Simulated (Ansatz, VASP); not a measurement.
**One calculation of SnTe, two programs**

The input INCAR:

```
ALGO = Fast
EDIFF = 1E-6
ENCUT = 520
GGA = PE
ISIF = 2
ISMEAR = 0
LASPH = True
LCHARG = True
LELF = True
LREAL = False
LVHAR = True
LWAVE = False
NBANDS = 17
NELM = 100
PREC = Accurate
SIGMA = 0.03
```

File KPOINTS:

```
k-points
0
Gamma
  10 10 10
```

POSCAR

```
SnTe
1.0
    0.0000000000      3.2061701262      3.2061701262
    3.2061701262      0.0000000000      3.2061701262
    3.2061701262      3.2061701262      0.0000000000
Sn Te
1 1
Direct
    0.0086084016     -0.0086084016     -0.0200862704
    0.4919913530      0.5080086470      0.5186868429
```

Input for Ansatz:

```yaml
crystal:
  lattice:
    - [0.0, 3.2061701262, 3.2061701262]
    - [3.2061701262, 0.0, 3.2061701262]
    - [3.2061701262, 3.2061701262, 0.0]
  atoms:
    - { symbol: Sn, position: [0.0086084016, -0.0086084016, -0.0200862704] }
    - { symbol: Te, position: [0.491991353, 0.508008647, 0.5186868429] }
basis:
  ecutwfc: 420
kpoints:
  mp_grid: { grid: [10, 10, 10] }
hamiltonian:
  xc: pbe
scf:
  occupations: { method: gaussian, width: 0.03 }
output:
  forces: true
  stress: true
  eigenvalues: true
```

Change from the starting cell: mode 1 frozen in at -0.092 Å and mode 2 at -0.037 Å (largest displacements).

Alike in both runs: task single point; functional PBE; k mesh 10 × 10 × 10; occupations gaussian, width 0.03 eV; no spin polarisation.

```csv
,VASP,Ansatz
version,VASP 6.6.1,Ansatz 0.2.0
potentials or method,"VASP PAW PBE potentials, release 64 (Sn_d, Te)","scalar-relativistic, plane waves, PAW"
plane-wave cutoff (eV),520,420
valence electrons in the cell,20,30
```

|  | VASP | Ansatz | Ansatz less VASP |
| --- | --- | --- | --- |
| gap on the k mesh at the Fermi level (eV) | 0.29 | 0.29 | -0.002 |
| least direct gap on the mesh (eV) | 0.29 | 0.29 | -0.002 |
| pressure (GPa) | 0.4 | 0.4 | +0.01 |
| largest component of the traceless stress (GPa) | 0.51 | 0.50 | -0.009 |
| rms of the force components (eV/Å) | 0.041 | 0.039 | -0.0027 |

Atom by atom the forces differ by 0.003 eV/Å (rms over components). The functional is the same, so the differences come from potentials, cutoffs and numerics. The two sets of potentials don't hold the same shells in valence.

Caveats: spin-orbit coupling is left out, which moves the levels of the heavy elements. A k mesh can miss the band edges.
